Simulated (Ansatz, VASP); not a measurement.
**CoSn in VASP and in Ansatz**

```
CELL_PARAMETERS angstrom
5.29661 0.00000 0.00000
-2.64831 4.58700 0.00000
0.00000 0.00000 4.23024
ATOMIC_POSITIONS crystal
Co 0.00000 0.50000 0.00000
Co 0.50000 0.50000 0.00000
Co 0.50000 0.00000 0.00000
Sn 0.66667 0.33333 0.50000
Sn 0.33333 0.66667 0.50000
Sn 0.00000 0.00000 0.00000
```

Alike in both runs: task relaxation of cell and atoms; functional PBE; dispersion D3(BJ); k mesh 9 × 9 × 8; occupations gaussian, width 0.1 eV; no spin polarisation.

|  | VASP | Ansatz |
| --- | --- | --- |
| version | VASP 6.6.1 | Ansatz 0.2.0 |
| potentials or method | VASP PAW PBE potentials, release 64 (Co, Sn_d) | scalar-relativistic, plane waves, PAW |
| plane-wave cutoff (eV) | 600 | 420 |
| valence electrons in the cell | 69 | 93 |

```csv
,VASP,Ansatz,Ansatz less VASP
"gap on the k mesh at the Fermi level, each at its own relaxed structure (eV)",none,none,-
relaxed volume (Å³/atom),16.59,16.59,+0.008
relaxed cell length with the largest relative difference (Å),4.184,4.186,+0.0015
energy change over the relaxation (meV/atom),-7,-7,+0.3
```

A gap of «none» marks a metal or a gap that the smearing closes. The two sets of potentials don't hold the same shells in valence.

Caveats: pairwise dispersion overbinds metals, which lowers pressure and volume. Spin polarisation is off, so any magnetic state and its effect on volume and gap are missing.
